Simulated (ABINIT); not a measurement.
# Zn (P6_3/mmc) in ABINIT: further runs, part 2 of 2

ABINIT 10.8.3 (patched build). Earlier steps stand in the parts before.

## (3) Phonons, PBEsol (cell relaxed at zero pressure by an earlier run)

run.abi

```
ndtset 2

pp_dirpath "./"
pseudos "Zn.upf"

acell 3*1.0 Angstrom
rprim
     2.6833740700     0.0000000000     0.0000000000
    -1.3416870300     2.3238701100     0.0000000000
     0.0000000000     0.0000000000     4.4649059200
ntypat 1
znucl 30
natom 2
typat 1 1
chkprim 0
chksymtnons 0
tolsym 1.0e-6
xred
            2/3            1/3            3/4
            1/3            2/3            1/4

ecut 42.0
ecutsm 0.5

ngkpt 12 12 8
nshiftk 1
shiftk 0.0 0.0 0.0

ixc -116133

nband 28
occopt 7
tsmear 0.00499791

nstep 80

prteig 0
prtebands 0
prtwf 0
prtden 0
prtpot 0

kptopt1 1
tolvrs1 1.0e-15
prtwf1 1
tolwfr1 1.0e-14
nbdbuf1 4
nline1 6

rfphon2 1
rfatpol2 1 2
rfdir2 1 1 1
getwfk2 1
kptopt2 2
nqpt2 1
qpt2 0.0 0.0 0.0
tolvrs2 1.0e-9
```

mrgddb.in

```
merged_DDB
Zn
2
runo_DS1_DDB
runo_DS2_DDB
```

anaddb.abi

```
ddb_filepath "merged_DDB"
output_file "anaddb.abo"
outdata_prefix "ana"
asr 1
chneut 0
dipdip 0
dieflag 0
enunit 0
eivec 1
nph1l 1
qph1l 0.0 0.0 0.0 1.0
```

Potentials or basis: PseudoDojo NC SR PBEsol v0.4.1 standard.

Started as:

```console
$ mpirun --bind-to none -np 4 abinit run.abi > log 2>&1
$ mrgddb < mrgddb.in > mrgddb.log 2>&1
$ anaddb anaddb.abi > anaddb.log 2>&1
```

run.abo:

```text
.Version 10.8.3 of ABINIT
 DATASET    1 : space group P6_3/m m c (#194); Bravais hP (primitive hexag.)
================================================================================
 Values of the parameters that define the memory need for DATASET  1.
     intxc =       0    ionmov =       0      iscf =       7    lmnmax =       6
     lnmax =       6     mgfft =      50  mpssoang =       3    mqgrid =    3001
     natom =       2  nloc_mem =       1    nspden =       1   nspinor =       1
    nsppol =       1      nsym =      24    n1xccc =    2501    ntypat =       1
    occopt =       7   xclevel =       2
       mpw =        2475          nfft =       45000          nkpt =          95
================================================================================
================================================================================

 DATASET    2 : space group P6_3/m m c (#194); Bravais hP (primitive hexag.)
================================================================================
 Values of the parameters that define the memory need for DATASET  2 (RF).
     intxc =       0      iscf =       7    lmnmax =       6     lnmax =       6
     mgfft =      50  mpssoang =       3    mqgrid =    3001     natom =       2
  nloc_mem =       1    nspden =       1   nspinor =       1    nsppol =       1
      nsym =      24    n1xccc =    2501    ntypat =       1    occopt =       7
   xclevel =       2
      nfft =       45000          nkpt =         580
================================================================================
================================================================================

--------------------------------------------------------------------------------
------------- Echo of variables that govern the present computation ------------
--------------------------------------------------------------------------------
 -outvars: echo values of preprocessed input variables --------
            acell      1.8897261259E+00  1.8897261259E+00  1.8897261259E+00 Bohr
              amu      6.53900000E+01
          chkprim           0
      chksymtnons           0
             ecut      4.20000000E+01 Hartree
           ecutsm      5.00000000E-01 Hartree
           getwfk1          0
           getwfk2          1
                       outvar_i_n : Printing only first  50 k-points.
              ixc     -116133
           jdtset        1    2
                       outvar_i_n : Printing only first  50 k-points.
           kptopt1          1
           kptopt2          2
         kptrlatt       12    0    0      0   12    0      0    0    8
[... 341 lines left out ...]
 ETOT 11   3.3220143468745     -4.657E-10 1.119E-06 1.182E-10

 At SCF step   11       vres2   =  1.18E-10 < tolvrs=  1.00E-09 =>converged.
================================================================================

 ----iterations are completed or convergence reached----

 Mean square residual over all n,k,spin=   53.440E-11; max=  11.190E-07

 2DEtotal=    0.3322014347E+01 Ha. Also 2DEtotal=    0.903966155075E+02 eV
    (2DErelax=   -3.8063584935E+04 Ha. 2DEnonrelax=    3.8066906950E+04 Ha)
    (  non-var. 2DEtotal :    3.3220140101E+00 Ha)

================================================================================

 ---- first-order wavefunction calculations are completed ----

 ==> Compute Derivative Database <==

  Dynamical matrix, in cartesian coordinates,
   if specified in the inputs, asr has been imposed
     j1       j2             matrix element
  dir pert dir pert     real part    imaginary part

   1    1   1    1         0.0099894554        -0.0000000000
   1    1   1    2        -0.0099894554         0.0000000000

   2    1   2    1         0.0099894514        -0.0000000000
   2    1   2    2        -0.0099894514         0.0000000000
[... 10 lines left out ...]
   3    2   3    1        -0.0464197281         0.0000000000
   3    2   3    2         0.0464197281        -0.0000000000

  Phonon wavevector (reduced coordinates) :  0.00000  0.00000  0.00000
 Phonon energies in Hartree :
   0.000000E+00  0.000000E+00  0.000000E+00  4.094021E-04  4.094023E-04
   8.825322E-04
 Phonon frequencies in cm-1    :
   0.000000E+00  0.000000E+00  0.000000E+00  8.985337E+01  8.985341E+01
   1.936934E+02

== END DATASET(S) ==============================================================
================================================================================

 -outvars: echo values of variables after computation  --------
            acell      1.8897261259E+00  1.8897261259E+00  1.8897261259E+00 Bohr
           etotal1    -4.1783262666E+02
           etotal2     3.3220143469E+00
            fcart1    -2.1240221467E-27 -5.9107889403E-26 -0.0000000000E+00
                       2.1240221467E-27  5.9107889403E-26 -0.0000000000E+00
            fcart2     0.0000000000E+00  0.0000000000E+00  0.0000000000E+00
                       0.0000000000E+00  0.0000000000E+00  0.0000000000E+00
            rprim      2.6833740700E+00  0.0000000000E+00  0.0000000000E+00
                      -1.3416870300E+00  2.3238701100E+00  0.0000000000E+00
                       0.0000000000E+00  0.0000000000E+00  4.4649059200E+00
           strten1    -1.5154479290E-06 -1.5153195869E-06  2.9350536812E-05
                       0.0000000000E+00  0.0000000000E+00 -1.2956299077E-10
           strten2     0.0000000000E+00  0.0000000000E+00  0.0000000000E+00
                       0.0000000000E+00  0.0000000000E+00  0.0000000000E+00
           xangst      1.3416870367E+00  7.7462337000E-01  3.3486794400E+00
                       3.3333334104E-09  1.5492467400E+00  1.1162264800E+00
             xred      6.6666666667E-01  3.3333333333E-01  7.5000000000E-01
                       3.3333333333E-01  6.6666666667E-01  2.5000000000E-01
 Calculation completed.
```

anaddb.abo:

```text
.Version 10.8.3 of ANADDB
================================================================================

 -outvars_anaddb: echo values of input variables ----------------------

[... 88 lines left out ...]
        degenerate with vibration mode #   5
  2.0  2.0  0.0  0.0 -1.0 -1.0 -0.0 -0.0 -1.0 -1.0  0.0  0.0  2.0  2.0  0.0  0.0
 -1.0 -1.0 -0.0 -0.0 -1.0 -1.0  0.0  0.0
 Symmetry characters of vibration mode #   6
  1.0  1.0 -1.0 -1.0 -1.0 -1.0  1.0  1.0  1.0  1.0 -1.0 -1.0 -1.0 -1.0  1.0  1.0
  1.0  1.0 -1.0 -1.0 -1.0 -1.0  1.0  1.0

================================================================================

 anaddb : the run completed successfully.
```

It took 4.9 min on 4 MPI ranks of Arm Neoverse V1, shared host; peak memory 1.5 GiB.

Results:

```yaml
Free_energy: -11369.8050 eV
Pressure: -0.3 GPa
Band_gap_on_the_k_mesh: none (metal or under the smearing width)
Highest_phonon_frequency_at_Γ: 194 cm⁻¹
```

Phonon frequencies in cm⁻¹ (negative: imaginary):
```
              q point      frequencies
(0.000, 0.000, 0.000)  0 0 0 90 90 194
```
